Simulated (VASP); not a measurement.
**TiAl3 under changes of volume**

One of the cells (15.783 Å³/atom); the others are scaled copies at fixed shape and fractional positions:

```xyz
4
Lattice="3.9819 0.0000 0.0000 0.0000 3.9819 0.0000 0.0000 0.0000 3.9819" Properties=species:S:1:pos:R:3 pbc="T T T"
Ti    0.0000    0.0000    0.0000
Al    0.0000    1.9909    1.9909
Al    1.9909    0.0000    1.9909
Al    1.9909    1.9909    0.0000
```

The cell comes from a database or a generator and needn't be the stable form of this composition.

| Property | Result |
| --- | --- |
| Program | VASP 6.6.1 |
| Functional | PBEsol |
| Potentials or basis | VASP PAW PBE potentials, release 64 (Ti_sv, Al) |
| Cutoff | 520 eV |
| k mesh | 7 × 7 × 7 |
| Occupations | fermi-dirac, width 0.05 eV |
| Spin | no spin polarisation |

| volume (Å³/atom) | energy over the lowest point (meV/atom) | pressure (GPa) |
| --- | --- | --- |
| 14.545 | 17.02 | 7.2 |
| 14.855 | ? | ? |
| 15.164 | 0.00 | 1.8 |
| 15.783 | 1.78 | -2.6 |
| 16.093 | 8.62 | -4.5 |
| 16.402 | 18.89 | -6.2 |

What does the run at 14.855 Å³/atom give?

Energy over the lowest point 5.91 meV/atom; pressure 4.4 GPa.

Worked out: A Birch-Murnaghan fit of order 3 (a polynomial in V^(-2/3)) to the other rows has its minimum at 15.40 Å³/atom with B0 = V·E''(V) = 111 GPa and B' = 4.1. It gives 5.90 meV/atom at 14.855 Å³/atom, against the run's 5.91, and -dE/dV = 4.4 GPa, against 4.4.

Energies are extrapolated to zero smearing.

Caveats: the PAW data sets were made with another functional, which shifts forces and pressure a little.
